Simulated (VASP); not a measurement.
B, 12 atoms in the cell. It takes space group R-3m (No. 166, trigonal). Conventional cell: a = 4.898 Å, b = 4.898 Å, c = 12.524 Å, α = 90.00°, β = 90.00°, γ = 120.00°. Around B (site symmetry m) lie 6 B at 1.67 to 1.80 Å. Around B (site symmetry m) lie 7 B at 1.77 to 2.01 Å. 

```yaml
Program: VASP 6.6.1
Task: relaxation of cell and atoms
Functional: PBEsol
Potentials_or_basis: VASP PAW PBE potentials, release 64 (B_s)
Cutoff: 480 eV
k_mesh: 6 × 6 × 6
Occupations: gaussian, width 0.02 eV
Spin: no spin polarisation
Further_INCAR_settings: ALGO = Normal; EDIFF = 1e-07; IBRION = 2; EDIFFG = -0.005; NSW = 90; ISIF = 3
```

Potentials or basis: VASP PAW PBE potentials, release 64 (B_s).

Command:

```bash
$ cat potpaw_PBE.64/B_s/POTCAR > POTCAR
$ mpirun -np 1 vasp_std > vasp.out
```

Hardware: 1 thread of Intel(R) Xeon(R) Platinum 8259CL CPU @ 2.50GHz (Skylake/Cascade Lake), with other jobs on the host.

Task: How long does it take, and how much memory?

Result: Run time: 4.1 min on 1 thread of Intel(R) Xeon(R) Platinum 8259CL CPU @ 2.50GHz (Skylake/Cascade Lake), with other jobs on the host, peak memory 0.21 GiB. Counts: scf iterations 49, k points 32, ion steps 7.
